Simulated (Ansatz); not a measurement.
**Al2Pt: stiffness from a series of strains**

```yaml
crystal:
  lattice:
    - [0.00000, 2.95500, 2.95500]
    - [2.95500, 0.00000, 2.95500]
    - [2.95500, 2.95500, 0.00000]
  atoms:
    - { symbol: Al, position: [0.25000, 0.25000, 0.25000] }
    - { symbol: Al, position: [0.75000, 0.75000, 0.75000] }
    - { symbol: Pt, position: [0.00000, 0.00000, 0.00000] }
```

Atoms are numbered in the order listed.

Conventional cell: a = 5.910 Å, b = 5.910 Å, c = 5.910 Å, α = 90.00°, β = 90.00°, γ = 90.00°. Around Al (atom 1) lie 4 Pt at 2.56 Å. Around Pt (atom 3) lie 8 Al at 2.56 Å.

The cell comes from COD entry 9009032, which wasn't checked; take it as a given geometry.

No spin–orbit coupling, which matters for the heavy atoms here.

Method: Ansatz 0.2.0, DFT, LDA, all-electron LAPW, scalar-relativistic.

Sampling and basis: a Γ-centred 12×12×12 k mesh, Fermi–Dirac smearing of 0.08 eV, basis error target 1 meV/atom, no spin polarisation.

The strain is applied along the Cartesian axes of the cell as listed (the other components stay zero). Fractional coordinates are held (clamped ions).

σ is the change of stress from the unstrained cell, which is at -3.92 GPa; tension is positive, so slopes are stress–strain coefficients at that pressure. In a metal the k mesh adds noise.

Only quantities that a quadratic follows smoothly over the whole series are listed; rougher ones are left out.

| εzz | σzz (GPa) | σxx (GPa) |
| --- | --- | --- |
| -0.0200 | -3.71 | -2.19 |
| 0.0000 | 0.00 | 0.00 |
| 0.0100 | 1.68 | 1.02 |
| 0.0200 | 3.27 | 1.98 |

Problem. Fit the series and read off the stiffness at zero strain.

Solution. Least-squares fits y = p0 + p1 x + p2 x² to the rows give σzz (GPa): p1 = 174, p2 = -540; σxx (GPa): p1 = 104, p2 = -270. So C11 = 174 GPa and C12 = 104 GPa, which gives B = (C11 + 2 C12)/3 = 127 GPa.

Problem. One run, at εzz = -0.0100, is withheld. Predict its row.

Solution. The fits give -1.80, -1.07; the run gave -1.79, -1.07.
